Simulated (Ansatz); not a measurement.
# InAgTe2: the cost of one run

Program: Ansatz 0.2.0. Level of theory: DFT, levels as named, plane waves, PAW. These are calculated values, not measurements.

## (1) The structure to begin with

Symmetry: I-42d, No. 122, tetragonal system. The conventional cell has a = 6.467 Å, b = 6.467 Å, c = 12.633 Å, α = 90.00°, β = 90.00°, γ = 90.00°. Around In (site symmetry -4) lie 4 Te at 2.74 Å. Ag (site symmetry -4) has 4 Te at 2.82 Å as nearest neighbours. Te (site symmetry 2) is surrounded by 2 In at 2.74 Å and 2 Ag at 2.82 Å.

Coordinates:

```cif
data_structure
_symmetry_space_group_name_H-M 'P 1'
_symmetry_Int_Tables_number 1
_cell_length_a 7.7981
_cell_length_b 7.7981
_cell_length_c 7.7981
_cell_angle_alpha 131.004
_cell_angle_beta 131.004
_cell_angle_gamma 71.807
_cell_volume 264.19
loop_
_atom_site_label
_atom_site_type_symbol
_atom_site_fract_x
_atom_site_fract_y
_atom_site_fract_z
_atom_site_occupancy
In1 In 0.50000 0.50000 0.00000 1
In2 In 0.25000 0.75000 0.50000 1
Ag1 Ag 0.00000 0.00000 0.00000 1
Ag2 Ag 0.75000 0.25000 0.50000 1
Te1 Te 0.37500 0.38680 0.51180 1
Te2 Te 0.61320 0.12500 0.98820 1
Te3 Te 0.87500 0.86320 0.48820 1
Te4 Te 0.13680 0.62500 0.01180 1
```

## (2) PBE: cell and atoms

File input.yaml:

```yaml
crystal:
  lattice:
    - [-3.2336, 3.2336, 6.31655]
    - [3.2336, -3.2336, 6.31655]
    - [3.2336, 3.2336, -6.31655]
  atoms:
    - { symbol: In, position: [0.5, 0.5, 0.0] }
    - { symbol: In, position: [0.25, 0.75, 0.5] }
    - { symbol: Ag, position: [0.0, 0.0, 0.0] }
    - { symbol: Ag, position: [0.75, 0.25, 0.5] }
    - { symbol: Te, position: [0.375, 0.3868, 0.5118] }
    - { symbol: Te, position: [0.6132, 0.125, 0.9882] }
    - { symbol: Te, position: [0.875, 0.8632, 0.4882] }
    - { symbol: Te, position: [0.1368, 0.625, 0.0118] }
  symmetry: { tolerance: 0.0003 }
hamiltonian:
  xc: pbe
  pseudopotentials: { kind: paw, azcp: { folder: soft_1 } }
basis:
  ecutwfc: 420
magnetization:
  spin_polarized: false
scf:
  occupations: { method: fermi_dirac, width: 0.02 }
kpoints:
  mp_grid: { grid: [6, 6, 6], shift: [0, 0, 0] }
output:
  forces: true
  stress: true
  eigenvalues: true
relax:
  max_steps: 60
  cell: {}
```

Run with:

```sh
$ ansatz run input.yaml --threads 2 --pin off --max-ram 5632MiB --backend cpu --events-out ev --progress --plain --runs-dir out
```

**Question.** How long does this run take on 2 threads of Arm Neoverse V2, shared host, and how much memory does it need?

About 3.1 min, with a peak of 0.89 GiB.
